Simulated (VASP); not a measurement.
Write the native input for VASP 6.6.1 that does the following.

```yaml
Task: single point
Functional: PBEsol
Potentials_or_basis: VASP PAW PBE potentials, release 64 (Sr_sv, Cl)
Cutoff: 520 eV
k_mesh: 6 × 6 × 6
Occupations: gaussian, width 0.05 eV
Spin: no spin polarisation
Dipole_correction: no
Further_INCAR_settings: ALGO = Fast; EDIFF = 1e-06; NBANDS = 19
```

The structure of SrCl2 lies in POSCAR:

```
SrCl2
1.0
   -0.3679527998      3.3115751979      3.3115751979
    3.3115751979     -0.3679527998      3.3115751979
    3.3115751979      3.3115751979     -0.3679527998
Sr Cl
1 2
Direct
    0.0000000000      0.0000000000      0.0000000000
    0.2500000000      0.2500000000      0.2500000000
    0.7500000000      0.7500000000      0.7500000000
```

Measurements of this composition are mostly on another form, of space group No. 225.

One way to write it, as run:

INCAR

```
PREC = Accurate
ENCUT = 520
EDIFF = 1E-6
ISMEAR = 0
SIGMA = 0.05
LREAL = False
LASPH = True
NELM = 100
ALGO = Fast
ISIF = 2
LWAVE = False
LCHARG = True
GGA = PS
LELF = True
LVHAR = True
NBANDS = 19
```

KPOINTS

```
Automatic mesh
0
Gamma
  6 6 6
```

Potentials or basis: VASP PAW PBE potentials, release 64 (Sr_sv, Cl).

Launch:

```console
$ cat potpaw_PBE.64/Sr_sv/POTCAR potpaw_PBE.64/Cl/POTCAR > POTCAR
$ mpirun -np 1 vasp_std > vasp.out
```

It gave:

```
Pressure               : 0.9 GPa
Largest force          : 0.867 eV/Å
Band gap on the k mesh : 5.13 eV, indirect (least direct gap 5.39 eV)
```

Caveat: the PAW data sets were made with another functional, which shifts forces and pressure a little.

Wall time 62 s on 1 thread of Intel(R) Xeon(R) Platinum 8488C (Sapphire Rapids), on a shared host, peak memory 0.22 GiB.
